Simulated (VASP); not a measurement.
# Ge (Fd-3m) in VASP: band structure with PBE

Aim: the band structure of Ge with PBE.

Program: VASP 6.6.1. These are calculated values, not measurements. Logs are shortened: lines on timing, memory, paths and dates and some standing lists are left out, and cuts for length are marked.

**Experimental background.**

“Electronic and optical properties of SixGe1-x-ySny alloys lattice-matched to Ge”, 2021, arxiv:2109.02782 reports, for a bulk crystal of Ge at 300 K: band gap 0.807 eV (direct).

How close the calculation comes is told below.

### Step 1. The crystal as given

The structure is cubic, space group Fd-3m (No. 227). The conventional cell has a = 5.761 Å, b = 5.761 Å, c = 5.761 Å, α = 90.00°, β = 90.00°, γ = 90.00°. Ge (site symmetry -43m) is surrounded by 4 Ge at 2.49 Å.

### Step 2. Band structure, PBE

POSCAR

```
Ge
1.0
    0.0000000000      2.8805360000      2.8805360000
    2.8805360000      0.0000000000      2.8805360000
    2.8805360000      2.8805360000      0.0000000000
Ge
2
Direct
    0.0000000000      0.0000000000      0.0000000000
    0.2500000000      0.2500000000      0.2500000000
```

INCAR.step1

```
  PREC = Accurate
  ENCUT = 520
  EDIFF = 1E-7
  ISMEAR = 0
  SIGMA = 0.1
  LREAL = False
  LASPH = True
  NELM = 100
  ALGO = Fast
  ISIF = 2
  LWAVE = False
  LCHARG = True
  GGA = PE
```

KPOINTS.step1

```
regular mesh
0
Gamma
  14 14 14
```

INCAR.step2

```
  PREC = Accurate
  ENCUT = 520
  EDIFF = 1E-7
  ISMEAR = 0
  SIGMA = 0.05
  LREAL = False
  LASPH = True
  NELM = 100
  ALGO = Fast
  ISIF = 2
  LWAVE = False
  LCHARG = False
  GGA = PE
  ICHARG = 11
```

KPOINTS.step2

```
path GXWKGLUWLK,UX
20
line-mode
reciprocal
 0.0000000000  0.0000000000  0.0000000000  G
 0.5000000000  0.0000000000  0.5000000000  X

 0.5000000000  0.0000000000  0.5000000000  X
 0.5000000000  0.2500000000  0.7500000000  W

 0.5000000000  0.2500000000  0.7500000000  W
 0.3750000000  0.3750000000  0.7500000000  K

 0.3750000000  0.3750000000  0.7500000000  K
 0.0000000000  0.0000000000  0.0000000000  G

 0.0000000000  0.0000000000  0.0000000000  G
 0.5000000000  0.5000000000  0.5000000000  L

 0.5000000000  0.5000000000  0.5000000000  L
 0.6250000000  0.2500000000  0.6250000000  U

 0.6250000000  0.2500000000  0.6250000000  U
 0.5000000000  0.2500000000  0.7500000000  W

 0.5000000000  0.2500000000  0.7500000000  W
 0.5000000000  0.5000000000  0.5000000000  L

 0.5000000000  0.5000000000  0.5000000000  L
 0.3750000000  0.3750000000  0.7500000000  K

 0.6250000000  0.2500000000  0.6250000000  U
 0.5000000000  0.0000000000  0.5000000000  X
```

Potentials or basis: VASP PAW PBE potentials, release 64 (Ge_d).

Launch:

```
cat potpaw_PBE.64/Ge_d/POTCAR > POTCAR
cp INCAR.step1 INCAR
cp KPOINTS.step1 KPOINTS
mpirun -np 1 vasp_std > vasp.out
cp INCAR.step2 INCAR
cp KPOINTS.step2 KPOINTS
mpirun -np 1 vasp_std > vasp.out
```

OUTCAR:

```text
PREC = Accurate
   ENCUT = 520
   EDIFF = 1E-7
   ISMEAR = 0
   LREAL = False
   LASPH = True
   NELM = 100
   ISIF = 2
   GGA = PE
   ICHARG = 11

 ion  position               nearest neighbor table
   1  0.000  0.000  0.000-   2 2.49   2 2.49   2 2.49   2 2.49
   2  0.250  0.250  0.250-   1 2.49   1 2.49   1 2.49   1 2.49

  LATTYP: Found a face centered cubic cell.
 ALAT       =     5.7610720000

  Lattice vectors:

 A1 = (   0.0000000000,   2.8805360000,   2.8805360000)
 A2 = (   2.8805360000,   0.0000000000,   2.8805360000)
 A3 = (   2.8805360000,   2.8805360000,   0.0000000000)

Analysis of symmetry for initial positions (statically):
=====================================================================
 Subroutine PRICEL returns:
 Original cell was already a primitive cell.

 Routine SETGRP: Setting up the symmetry group for a
 face centered cubic supercell.

 Subroutine GETGRP returns: Found 48 space group operations
 (whereof 24 operations were pure point group operations)
 out of a pool of 48 trial point group operations.

The static configuration has the point symmetry T_d .
 The point group associated with its full space group is O_h .

Analysis of symmetry for dynamics (positions and initial velocities):
=====================================================================
 Subroutine PRICEL returns:
 Original cell was already a primitive cell.

 Routine SETGRP: Setting up the symmetry group for a
 face centered cubic supercell.

 Subroutine GETGRP returns: Found 48 space group operations
 (whereof 24 operations were pure point group operations)
 out of a pool of 48 trial point group operations.

The dynamic configuration has the point symmetry T_d .
 The point group associated with its full space group is O_h .

 Subroutine INISYM returns: Found 48 space group operations
 (whereof 24 operations are pure point group operations),
 and found     1 'primitive' translations

----------------------------------------------------------------------------------------

                                     Primitive cell

  volume of cell :      47.8024

  direct lattice vectors                    reciprocal lattice vectors
     0.000000000  2.880536000  2.880536000    -0.173578806  0.173578806  0.173578806
     2.880536000  0.000000000  2.880536000     0.173578806 -0.173578806  0.173578806
     2.880536000  2.880536000  0.000000000     0.173578806  0.173578806 -0.173578806

  length of vectors
     4.073693078  4.073693078  4.073693078     0.300647311  0.300647311  0.300647311

  position of ions in fractional coordinates (direct lattice)
     0.000000000  0.000000000  0.000000000
     0.250000000  0.250000000  0.250000000

  ion indices of the primitive-cell ions
   primitive index   ion index
                 1           1
                 2           2

----------------------------------------------------------------------------------------

 KPOINTS: path GXWKGLUWLK,UX

Interpolating k-points between supplied coordinates.

 Line segments in fractional coordinates (reciprocal lattice):
    0.000000  0.000000  0.000000  ...  0.500000  0.000000  0.500000
    0.500000  0.000000  0.500000  ...  0.500000  0.250000  0.750000
    0.500000  0.250000  0.750000  ...  0.375000  0.375000  0.750000
    0.375000  0.375000  0.750000  ...  0.000000  0.000000  0.000000
    0.000000  0.000000  0.000000  ...  0.500000  0.500000  0.500000
    0.500000  0.500000  0.500000  ...  0.625000  0.250000  0.625000
    0.625000  0.250000  0.625000  ...  0.500000  0.250000  0.750000
    0.500000  0.250000  0.750000  ...  0.500000  0.500000  0.500000
    0.500000  0.500000  0.500000  ...  0.375000  0.375000  0.750000
    0.625000  0.250000  0.625000  ...  0.500000  0.000000  0.500000

 Generated    20 points on each line segment, for a total of    200 k-points:

 Following reciprocal coordinates:
            Coordinates               Weight
  0.000000  0.000000  0.000000      0.005000
  0.026316  0.000000  0.026316      0.005000
  0.052632  0.000000  0.052632      0.005000
  0.078947  0.000000  0.078947      0.005000
  0.105263  0.000000  0.105263      0.005000
  0.131579  0.000000  0.131579      0.005000
[... 16 lines left out ...]
  0.500000  0.026316  0.526316      0.005000
  0.500000  0.039474  0.539474      0.005000
 [... further k-points ...]
   k-points           NKPTS =    200   k-points in BZ     NKDIM =    200   number of bands    NBANDS=     18
   number of dos      NEDOS =    301   number of ions     NIONS =      2
   total plane-waves  NPLWV =  27000
   dimension x,y,z NGX =    30 NGY =   30 NGZ =   30
   dimension x,y,z NGXF=    60 NGYF=   60 NGZF=   60
   ions per type =               2
   NGX,Y,Z   is equivalent  to a cutoff of  12.24, 12.24, 12.24 a.u.
   NGXF,Y,Z  is equivalent  to a cutoff of  24.49, 24.49, 24.49 a.u.
 SYSTEM =  unknown system
   PREC   = accura    normal or accurate (medium, high low for compatibility)
   ISTART =      0    job   : 0-new  1-cont  2-samecut
   ICHARG =     11    charge: 1-file 2-atom 10-const
   ISPIN  =      1    spin polarized calculation?
   LNONCOLLINEAR =      F non collinear calculations
   LSORBIT =      F    spin-orbit coupling
   LASPH  =      T    aspherical Exc in radial PAW
   ENCUT  =  520.0 eV  38.22 Ry    6.18 a.u.   7.57  7.57  7.57*2*pi/ulx,y,z
   NELM   =    100;   NELMIN=  2; NELMDL=  0     # of ELM steps
   EDIFF  = 0.1E-06   stopping-criterion for ELM
   LREAL  =      F    real-space projection
   EDIFFG = 0.1E-05   stopping-criterion for IOM
   NSW    =      0    number of steps for IOM
   IBRION =     -1    ionic relax: 0-MD 1-quasi-New 2-CG
   NFREE  =      0    steps in history (QN), initial steepest desc. (CG)
   ISIF   =      2    stress and relaxation
   ISYM   =      2    0-nonsym 1-usesym 2-fastsym
   POTIM  = 0.5000    time-step for ionic-motion
   TEBEG  =    0.0;   TEEND  =   0.0 temperature during run
   PSTRESS=    0.0 pullay stress
   NELECT =      28.0000    total number of electrons
   NUPDOWN=      -1.0000    fix difference up-down
   EMIN   =  10.00;   EMAX   =-10.00  energy-range for DOS
   EFERMI =   0.00;   METHOD = LEGACY
   ISMEAR =     0;   SIGMA  =   0.05  broadening in eV -4-tet -1-fermi 0-gaus
   EFERMI_NEDOS =   21; number of points for ismear=-14 and -15
   IALGO  =     68    algorithm
   IMIX   =      4    mixing-type and parameters
     AMIX     =   0.40;   BMIX     =  1.00
     AMIX_MAG =   1.60;   BMIX_MAG =  1.00
  volume/ion in A,a.u.               =      23.90       161.29
  Fermi-wavevector in a.u.,A,eV,Ry     =   1.369759  2.588469 25.527796  1.876240
  Thomas-Fermi vector in A             =   2.495606
   LORBIT       =      0    0 simple, 1 ext, 2 COOP (PROOUT), +10 PAW based schemes
   GGA     = PE    functional components
   LHFCALC =     F    Hartree Fock is set to
   AEXX    =    0.0000 exact exchange contribution
   IVDW    =     0    specifies the selected vdW correction
   LEPSILON=     F    determine dielectric tensor
   LRPA    =     F    only Hartree local field effects (RPA)
 non-spin polarized calculation
 RMM-DIIS sequential band-by-band and
 Gauss-broadening in eV      SIGMA  =   0.05
  energy-cutoff  :      520.00
  volume of cell :       47.80
 maximum number of plane-waves:      1307

 number of electron      27.9999979 magnetization

 Free energy of the ion-electron system (eV)
  ---------------------------------------------------
  ext. energy  EPLUGINS =         0.00000000
  ---------------------------------------------------
  free energy    TOTEN  =        -9.13066254 eV

  energy without entropy =       -9.12818510  energy(sigma->0) =       -9.12942382

 E-fermi :   4.4836     XC(G=0):  -9.6703

 val. band max:        4.4745098690   @ k =   0.0000   0.0000   0.0000
 cond. band min:       4.5018460254   @ k =   0.5000   0.5000   0.5000
 fundamental gap:      0.0273361564
 Fermi energy:         4.4835664231

 k-point     1 :       0.0000    0.0000    0.0000
  band No.  band energies     occupation
      1     -20.2685      2.00000
      2     -20.2685      2.00000
      3     -20.2685      2.00000
      4     -20.2360      2.00000
      5     -20.2360      2.00000
      6     -20.0535      2.00000
[... 10 lines left out ...]
     17       7.0069      0.00000
     18       7.0069      0.00000

 k-point     2 :       0.0263    0.0000    0.0263
  band No.  band energies     occupation
      1     -20.2691      2.00000
      2     -20.2688      2.00000
      3     -20.2688      2.00000
      4     -20.2357      2.00000
      5     -20.2349      2.00000
      6     -20.0565      2.00000
[... 10 lines left out ...]
     17       7.0726      0.00000
     18       7.0726      0.00000

 k-point     3 :       0.0526    0.0000    0.0526
  band No.  band energies     occupation
      1     -20.2703      2.00000
      2     -20.2695      2.00000
      3     -20.2695      2.00000
      4     -20.2346      2.00000
      5     -20.2317      2.00000
      6     -20.0624      2.00000
[... 10 lines left out ...]
     17       7.2553      0.00000
     18       7.2553      0.00000

 k-point     4 :       0.0789    0.0000    0.0789
  band No.  band energies     occupation
      1     -20.2720      2.00000
      2     -20.2707      2.00000
      3     -20.2707      2.00000
      4     -20.2329      2.00000
      5     -20.2270      2.00000
      6     -20.0695      2.00000
[... 375 lines left out ...]
      4     -20.2218      2.00000
      5     -20.1378      2.00000
      6     -20.1378      2.00000
[... 10 lines left out ...]
     17      13.5265      0.00000
     18      13.5301      0.00000

 k-point    23 :       0.5000    0.0263    0.5263
  band No.  band energies     occupation
      1     -20.2989      2.00000
      2     -20.2989      2.00000
      3     -20.2212      2.00000
      4     -20.2212      2.00000
      5     -20.1378      2.00000
      6     -20.1378      2.00000
[... 10 lines left out ...]
     17      13.4568      0.00000
     18      13.4572      0.00000

 k-point    24 :       0.5000    0.0395    0.5395
  band No.  band energies     occupation
      1     -20.2993      2.00000
      2     -20.2993      2.00000
      3     -20.2201      2.00000
      4     -20.2201      2.00000
      5     -20.1379      2.00000
      6     -20.1379      2.00000
[... 10 lines left out ...]
     17      13.3416      0.00000
     18      13.3428      0.00000

 [... further k-points ...]

------------------------ aborting loop because EDIFF is reached ----------------------------------------

  FORCE on cell =-STRESS in cart. coord.  units (eV):
  Direction    XX          YY          ZZ          XY          YZ          ZX
  --------------------------------------------------------------------------------------
  -------------------------------------------------------------------------------------
  Total        0.7267524      0.7267524      0.7267524      0.0000000     -0.0000000      0.0000000
  in kB       24.3583082     24.3583082     24.3583082      0.0000000     -0.0000000      0.0000000
  external PRESSURE =      24.3583082 kB  Pullay stress =       0.0000000 kB

 VOLUME and BASIS-vectors are now :
 -----------------------------------------------------------------------------
  energy-cutoff  :      520.00
  volume of cell :       47.80
      direct lattice vectors                 reciprocal lattice vectors
     0.000000000  2.880536000  2.880536000    -0.173578806  0.173578806  0.173578806
     2.880536000  0.000000000  2.880536000     0.173578806 -0.173578806  0.173578806
     2.880536000  2.880536000  0.000000000     0.173578806  0.173578806 -0.173578806

 POSITION                                       TOTAL-FORCE (eV/Angst)
 -----------------------------------------------------------------------------------
      0.00000      0.00000      0.00000         0.000000      0.000000      0.000000
      1.44027      1.44027      1.44027        -0.000000     -0.000000     -0.000000
 -----------------------------------------------------------------------------------
    total drift:                                0.000000     -0.000000      0.000000

  FREE ENERGIE OF THE ION-ELECTRON SYSTEM (eV)
  ---------------------------------------------------
  free  energy   TOTEN  =        -9.1306625399 eV

  energy  without entropy=       -9.1281850995  energy(sigma->0) =       -9.12942382
```

It took 6.2 min on 1 thread of AMD EPYC 7R43 (Zen 3), shared host; peak memory 0.22 GiB.

Results:

| Property | Result |
| --- | --- |
| Band gap along the path | none (metal or under the smearing width) |

Levels at the corners of the path, in eV from the Fermi level:
| point | band 10 | band 11 | band 12 | band 13 | band 14 | band 15 | band 16 | band 17 | band 18 |
| --- | --- | --- | --- | --- | --- | --- | --- | --- | --- |
| Γ | -24.51 | -12.36 | -0.44 | 0.01 | 0.01 | 0.01 | 2.54 | 2.54 | 2.54 |
| X | -24.48 | -8.68 | -8.68 | -2.88 | -2.88 | 0.83 | 0.83 | 9.08 | 9.08 |
| X | -24.48 | -8.68 | -8.68 | -2.88 | -2.88 | 0.83 | 0.83 | 9.08 | 9.08 |
| W | -24.47 | -8.60 | -8.60 | -3.64 | -3.64 | 4.12 | 4.12 | 4.69 | 4.69 |
| W | -24.47 | -8.60 | -8.60 | -3.64 | -3.64 | 4.12 | 4.12 | 4.69 | 4.69 |
| K | -24.46 | -9.14 | -8.12 | -4.05 | -2.47 | 1.20 | 3.98 | 6.90 | 7.13 |
| K | -24.46 | -9.14 | -8.12 | -4.05 | -2.47 | 1.20 | 3.98 | 6.91 | 7.13 |
| Γ | -24.51 | -12.36 | -0.44 | 0.01 | 0.01 | 0.01 | 2.54 | 2.54 | 2.54 |
| Γ | -24.51 | -12.36 | -0.44 | 0.01 | 0.01 | 0.01 | 2.54 | 2.54 | 2.54 |
| L | -24.49 | -10.40 | -7.35 | -1.32 | -1.32 | 0.03 | 3.73 | 3.73 | 7.11 |
| L | -24.49 | -10.40 | -7.35 | -1.32 | -1.32 | 0.03 | 3.73 | 3.73 | 7.11 |
| U | -24.46 | -9.14 | -8.12 | -4.05 | -2.47 | 1.20 | 3.98 | 6.90 | 7.13 |
| U | -24.46 | -9.14 | -8.12 | -4.05 | -2.47 | 1.20 | 3.98 | 6.90 | 7.13 |
| W | -24.47 | -8.60 | -8.60 | -3.64 | -3.64 | 4.12 | 4.12 | 4.69 | 4.69 |
| W | -24.47 | -8.60 | -8.60 | -3.64 | -3.64 | 4.12 | 4.12 | 4.69 | 4.69 |
| L | -24.49 | -10.40 | -7.35 | -1.32 | -1.32 | 0.03 | 3.73 | 3.73 | 7.11 |
| L | -24.49 | -10.40 | -7.35 | -1.32 | -1.32 | 0.03 | 3.73 | 3.73 | 7.11 |
| K | -24.46 | -9.14 | -8.12 | -4.05 | -2.47 | 1.20 | 3.98 | 6.90 | 7.13 |
| U | -24.46 | -9.14 | -8.12 | -4.05 | -2.47 | 1.20 | 3.98 | 6.90 | 7.13 |
| X | -24.48 | -8.68 | -8.68 | -2.88 | -2.88 | 0.83 | 0.83 | 9.08 | 9.08 |

Caveat: the log is that of the step along the path at fixed density, whose energy, stress, charges and moments have no meaning; this crystal is a semiconductor, whose small gap the functional closes, so the metal is an error of the method.

### Step 3. Against experiment

Step 2. A measured gap of Ge is 0.807 eV (direct; 300 K; “Electronic and optical properties of SixGe1-x-ySny alloys lattice-matched to Ge”, 2021, arxiv:2109.02782); the calculated 0.00 eV misses it by -0.81 eV. 3 values of this kind are on record (0.666 to 0.807 eV); this one was drawn at random among those near their median. Spin-orbit coupling on Ge is left out. The value is that of PBE, without temperature or zero-point motion. Semilocal functionals fall short of measured gaps as a rule.
